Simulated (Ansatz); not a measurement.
# What a change of settings does to a run on Be2C

The cell is COD entry 9009053, as deposited and not checked against the literature; nothing was relaxed.

First run: DFT, PBE, all-electron LAPW, scalar-relativistic (Ansatz 0.2.0).

Command: `ansatz run input.yaml --threads 1 --pin off --max-ram 4096MiB --backend cpu --events-out ev --progress --plain --runs-dir out` The run took 29 s on 1 thread of Intel(R) Xeon(R) Processor @ 2.50GHz (Skylake/Cascade Lake), on a shared host, peak memory 0.33 GiB.

```yaml
crystal:
  lattice:
    - [0.0, 2.165, 2.165]
    - [2.165, 0.0, 2.165]
    - [2.165, 2.165, 0.0]
  atoms:
    - { symbol: Be, position: [0.25, 0.25, 0.25] }
    - { symbol: Be, position: [0.75, 0.75, 0.75] }
    - { symbol: C, position: [0.0, 0.0, 0.0] }
kpoints:
  mp_grid: { grid: [14, 14, 14] }
scf:
  occupations: { method: fermi_dirac, width: 0.28 }
hamiltonian:
  xc: pbe
  pseudopotentials: { kind: all_electron, lapw: { basis_error: 0.0005 } }
output:
  forces: true
  stress: true
  eigenvalues: true
```

Result: converged; pressure -0.30 GPa; gap on the k mesh 1.17 eV; 6 SCF iterations.

The input is then changed:

```diff
@@ -11,5 +11,5 @@
   mp_grid: { grid: [14, 14, 14] }
 scf:
-  occupations: { method: fermi_dirac, width: 0.28 }
+  occupations: { method: fermi_dirac, width: 0.001 }
 hamiltonian:
   xc: pbe
```

(1) Predict the outcome of the changed run.

Answers

(1) It converged; pressure -0.32 GPa; gap on the k mesh 1.17 eV; 6 SCF iterations.
